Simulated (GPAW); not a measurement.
# Dielectric function and optical constants of RbBr

Wanted: where RbBr starts to absorb, how strongly, and its refractive index. The cell comes from an older database entry, whose edges can differ from later determinations, mostly by under a per cent.

Main program and level: GPAW 26.7.0; DFT, RPBE, plane-wave PAW (GPAW data sets), scalar-relativistic, RPA, optical limit.

This is a report of a sequence of runs, with most program output left out.

The database entry behind the starting cell differs from later determinations by our own check (about 0.5 % short), so it need not match the best structure at ambient conditions.

## 1. Set-up

Symmetry: Fm-3m, No. 225, cubic system. Conventional cell: a = 6.854 Å, b = 6.854 Å, c = 6.854 Å, α = 90.00°, β = 90.00°, γ = 90.00°. Nearest to Rb lie 6 Br at 3.43 Å. Br has 6 Rb at 3.43 Å nearest. Farther neighbours and most contacts between anions are not listed.

## 2. Ground state

First the ground state: is it a metal or has it a gap?

This step: DFT, RPBE, plane-wave PAW (GPAW data sets), scalar-relativistic, ground state (GPAW 26.7.0).

gs.py

```python
from ase import Atoms
from ase.dft.bandgap import bandgap
from gpaw import GPAW, PW, FermiDirac

atoms = Atoms(['Rb', 'Br'],
              cell=[[0.000000000000, 3.427000000000, 3.427000000000],
                    [3.427000000000, 0.000000000000, 3.427000000000],
                    [3.427000000000, 3.427000000000, 0.000000000000]],
              scaled_positions=[[0.000000000000, 0.000000000000, 0.000000000000],
                                [0.500000000000, 0.500000000000, 0.500000000000]],
              pbc=[True, True, True])
atoms.calc = GPAW(mode=PW(500), xc='RPBE', kpts={'size': (6, 6, 6), 'gamma': True},
                  occupations=FermiDirac(0.05), maxiter=150, txt='gs.txt')
print('energy (eV)', atoms.get_potential_energy())
print('Fermi level (eV)', atoms.calc.get_fermi_level())
print('valence electrons', atoms.calc.get_number_of_electrons())
print('gap (eV)', bandgap(atoms.calc, output=None)[0])
print('direct gap (eV)', bandgap(atoms.calc, direct=True, output=None)[0])
atoms.calc.write('gs.gpw')
```

Launch:

```bash
> OMP_NUM_THREADS=1 python gs.py
```

Elapsed: 4.9 s, on 1 thread of Arm Neoverse V2, shared host; peak memory 0.15 GiB.

This step gave:

| Property | Result |
| --- | --- |
| energy | -5.683 eV |
| Fermi energy | 1.848 eV |
| gap on the k-mesh | 4.705 eV |
| direct gap on the mesh | 4.705 eV |
| electrons | 16 |

There is a gap, 4.71 eV on this mesh (points off the mesh can give less), so no carriers' term is needed.

## 3. Bands for the response

At the fixed density, many empty bands are solved on the mesh of the response, since the spectrum sums over them.

This step: DFT, RPBE, plane-wave PAW (GPAW data sets), scalar-relativistic, bands at fixed density (GPAW 26.7.0).

nscf.py

```python
from ase.dft.bandgap import bandgap
from gpaw import GPAW, FermiDirac

calc = GPAW('gs.gpw').fixed_density(kpts={'size': (12, 12, 12), 'gamma': True}, nbands=53, convergence={'bands': 47},
                                    occupations=FermiDirac(0.001), txt='nscf.txt')
print('gap (eV)', bandgap(calc, output=None)[0])
print('direct gap (eV)', bandgap(calc, direct=True, output=None)[0])
print('top band over the Fermi level (eV)', min(calc.get_eigenvalues(kpt=k)[46] for k in range(len(calc.get_ibz_k_points()))) - calc.get_fermi_level())
calc.write('full.gpw', mode='all')
```

Launch:

```bash
> OMP_NUM_THREADS=1 python nscf.py
```

The job ended after 2 min (1 thread; peak memory 0.3 GiB).

## 4. Dielectric function, RPA

Transitions between filled and empty bands, summed over the zone, give the optical response, so mesh, band count and broadening shape it.

The induced potential is part of this response.

This step: DFT, RPBE, plane-wave PAW (GPAW data sets), scalar-relativistic, RPA, optical limit (GPAW 26.7.0).

df.py

```python
from gpaw.response.df import DielectricFunction

df = DielectricFunction('full.gpw', frequencies={'type': 'nonlinear', 'domega0': 0.03, 'omega2': 8},
                        ecut=50,
                        eta=0.1,
                        nbands=47,
                        txt='df.txt')
for direction in ['x']:
    df.get_dielectric_function(xc='RPA', direction=direction, filename=f'df_{direction}.csv')
```

Launch:

```bash
> OMP_NUM_THREADS=1 python df.py
```

It took 14 s on 1 thread; peak memory 0.29 GiB.

This step gave:

```
electronic dielectric constant ε∞, mean over x, y and z (by symmetry where fewer were run) : 2.274
main peak of Im epsilon, first axis                                                        : 7.577 eV
centre of weight of the strongest loss peak in the window                                  : 11.71 eV
```

Some rows of df_x.csv (energy; Re and Im without local fields; Re and Im with them):

```text
0.000000, 2.723919, 0.000000, 2.274053, 0.000000
0.429336, 2.727925, 0.001874, 2.276814, 0.001292
0.878195, 2.740865, 0.003918, 2.285735, 0.002701
1.347938, 2.764637, 0.006257, 2.302128, 0.004316
1.840057, 2.802162, 0.009090, 2.328023, 0.006276
2.356191, 2.858106, 0.012764, 2.366678, 0.008828
2.898142, 2.940440, 0.017964, 2.423721, 0.012472
3.467895, 3.064397, 0.026345, 2.510110, 0.018449
4.067647, 3.266197, 0.043749, 2.652904, 0.031391
4.699832, 3.688394, 0.163132, 2.965727, 0.131820
5.367152, 3.841768, 0.698670, 2.990921, 0.579729
6.072622, 4.445631, 1.113507, 3.226119, 0.753906
6.819608, 4.294871, 2.654738, 3.263510, 1.529756
7.611886, 1.514416, 3.626599, 1.838565, 2.905684
8.453705, 2.461317, 1.935300, 1.770461, 1.141026
9.349861, 1.644509, 4.403184, 2.468341, 2.208622
10.305790, -0.247729, 2.074751, 0.678322, 2.209197
11.327680, 0.675360, 0.840027, 0.513946, 0.967598
12.422601, 1.180566, 0.892847, 0.883596, 0.625409
13.598673, 1.592308, 0.578581, 1.030144, 0.343012
14.865263, 1.003321, 1.861593, 1.657532, 0.899767
```

Values under the direct gap are tails of Lorentzian lines. Table of Im ε, E ∥ x by photon energy; read off at these points:

```csv
photon energy (eV),"Im ε, E ∥ x"
0.00,0
0.50,0.00151
1.00,0.00310
1.50,0.00489
2.00,0.00700
2.50,0.00967
3.00,0.0133
3.50,0.0189
4.00,0.0292
4.50,0.0633
5.00,0.337
5.50,0.489
6.00,0.776
6.50,1.31
7.00,1.85
7.50,2.77
8.00,1.82
8.50,1.10
9.00,1.60
9.50,2.49
10.00,2.56
10.10,2.59
10.50,2.12
11.00,1.32
11.50,0.908
12.00,0.780
12.50,0.655
13.00,0.632
13.50,0.395
14.00,0.332
14.50,0.592
```

Table of Re ε, E ∥ x by photon energy:

photon energy (eV), Re ε, E ∥ x and a bar:
```
      0.0       2.27 #####################
      0.5       2.28 #####################
      1.0       2.29 #####################
      1.5       2.31 #####################
      2.0       2.34 #####################
      2.5       2.38 ######################
      3.0       2.44 ######################
      3.5       2.52 #######################
      4.0       2.63 ########################
      4.5       2.84 ##########################
      5.0       2.98 ############################
      5.5       3.03 #############################
      6.0       3.13 #############################
      6.5       3.18 ##############################
      7.0       3.07 #############################
      7.5       2.61 ########################
      8.0       1.58 ##############
      8.5       1.83 ################
      9.0       2.51 #######################
      9.5       2.06 ###################
     10.0       1.24 ##########
     10.5       0.44 ##
     11.0       0.24 
     11.5       0.58 ###
     12.0       0.71 #####
     12.5       0.96 #######
     13.0       0.81 ######
     13.5       0.97 #######
     14.0       1.36 ###########
     14.5       1.63 ##############
```

The loss function −Im 1/ε at q → 0, E ∥ x has structure finer than the step of the table below, so its rows give means over 0.5 eV, whole bins alone (the curve runs from 0 to 15.0 eV). Peaks (eV: height): 8.21: 0.367, 11.18: 0.890, 12.92: 0.619.

Values under the direct gap are tails of Lorentzian lines. The loss function −Im 1/ε at q → 0, E ∥ x by energy loss; means over each step:

```csv
energy loss (eV),"loss function −Im 1/ε at q → 0, E ∥ x"
0.5,2.9e-4
1.0,5.9e-4
1.5,9.2e-4
2.0,0.00128
2.5,0.00171
3.0,0.00225
3.5,0.00300
4.0,0.00428
4.5,0.00914
5.0,0.0354
5.5,0.0572
6.0,0.0730
6.5,0.109
7.0,0.138
7.5,0.213
8.0,0.333
8.5,0.244
9.0,0.187
9.5,0.238
10.0,0.326
10.5,0.471
11.0,0.743
11.5,0.780
12.0,0.696
12.5,0.540
13.0,0.578
13.5,0.352
14.0,0.178
14.5,0.197
```

Values under the direct gap are tails of Lorentzian lines. Im ε, E ∥ x against photon energy; read off at these points:

```csv
photon energy (eV),without local fields,with local fields
0.00,0,0
0.50,0.00219,0.00151
1.00,0.00450,0.00310
1.50,0.00708,0.00489
2.00,0.0101,0.00700
2.50,0.0140,0.00967
3.00,0.0192,0.0133
3.50,0.0270,0.0189
4.00,0.0409,0.0292
4.50,0.0833,0.0633
5.00,0.401,0.337
5.50,0.606,0.489
6.00,1.07,0.776
6.50,2.17,1.31
7.00,3.13,1.85
7.50,4.04,2.77
8.00,2.48,1.82
8.50,1.94,1.10
9.00,3.67,1.60
9.35,4.40,2.21
9.50,4.00,2.49
10.00,2.93,2.56
10.10,2.63,2.59
10.50,1.66,2.12
11.00,0.983,1.32
11.50,0.873,0.908
12.00,0.978,0.780
12.50,1.01,0.655
13.00,0.784,0.632
13.50,0.589,0.395
14.00,1.11,0.332
14.50,2.07,0.592
14.68,2.14,0.740
```

The reflectivity at normal incidence, E ∥ x by photon energy; read off at these points:

photon energy (eV), reflectivity at normal incidence, E ∥ x (%) and a bar:
```
     0.00        4.1 ######
     0.50        4.1 ######
     1.00        4.2 ######
     1.50        4.3 ######
     2.00        4.4 #######
     2.50        4.6 #######
     3.00        4.8 ########
     3.50        5.1 ########
     4.00        5.6 #########
     4.50        6.5 ###########
     5.00        7.3 ############
     5.50        7.6 #############
     6.00        8.5 ###############
     6.50        9.9 ##################
     7.00       11.4 ####################
     7.50       14.6 ###########################
     7.61       15.5 #############################
     8.00        9.4 #################
     8.50        5.4 #########
     9.00        9.1 ################
     9.50       13.1 ########################
    10.00       14.7 ###########################
    10.50       16.2 ##############################
    11.00       13.7 #########################
    11.50        6.6 ###########
    12.00        4.5 #######
    12.50        2.4 ###
    12.75        3.7 #####
    13.00        2.8 ####
    13.50        1.0 
    14.00        1.1 
    14.50        2.6 ###
```

From ε follow the optical constants at some laser and lamp lines:

```csv
wavelength (nm),n,k,R (%),1/α
1064,1.51,0.001,4.2,70 µm
800,1.52,0.002,4.3,38 µm
532,1.54,0.003,4.5,15 µm
405,1.56,0.004,4.8,7.3 µm
308,1.62,0.009,5.7,2.7 µm
248,1.73,0.098,7.3,202 nm
193,1.82,0.348,9.8,44 nm
```

Below the direct gap, k and the depth come from the tails of the Lorentzian lines, not from transitions.

Rows near the edge hang on the gap, which this functional as a rule makes too small, and phonon-assisted absorption is left out.

## 5. Outcome

| Item | Value |
| --- | --- |
| electronic dielectric constant ε∞, mean over x, y and z (by symmetry where fewer were run) (RPA) | 2.27 |
| main peak of Im epsilon, first axis | 7.58 eV |
| centre of weight of the strongest loss peak in the window, first axis | 11.7 eV |

**Reading.** At this level (RPBE, RPA) RbBr has ε∞ = 2.27 and n = 1.51 at 1550 nm, and Im ε peaks at 7.6 eV. On the mesh the gap is 4.71 eV and the least direct gap 4.71 eV. Local fields change the static value along x from 2.72 to 2.27 (-17 %). Distinct maxima of Im ε, read by a parabola through the highest points, lie at 7.58 eV (2.9), 10.08 eV (2.6) and 12.71 eV (0.81). Excitons and phonon-assisted transitions are missing; RPBE gaps are as a rule too small, which pulls the onset down and ε∞ up. The sum runs over mesh points, so small or evenly spaced maxima can still be ripples of the mesh.

[Machine, clock and banner lines and Python warnings are left out of the logs.]

[Logs are printed without paths, hosts, clocks, repeated set-up lines and the standing remarks that a program may print on its own settings, such as how far it seeks lower states.]

[Hosts, paths, dates, database ids (printed as entryN), source tags and the programs' standing remarks are cut or masked in the printed files.]
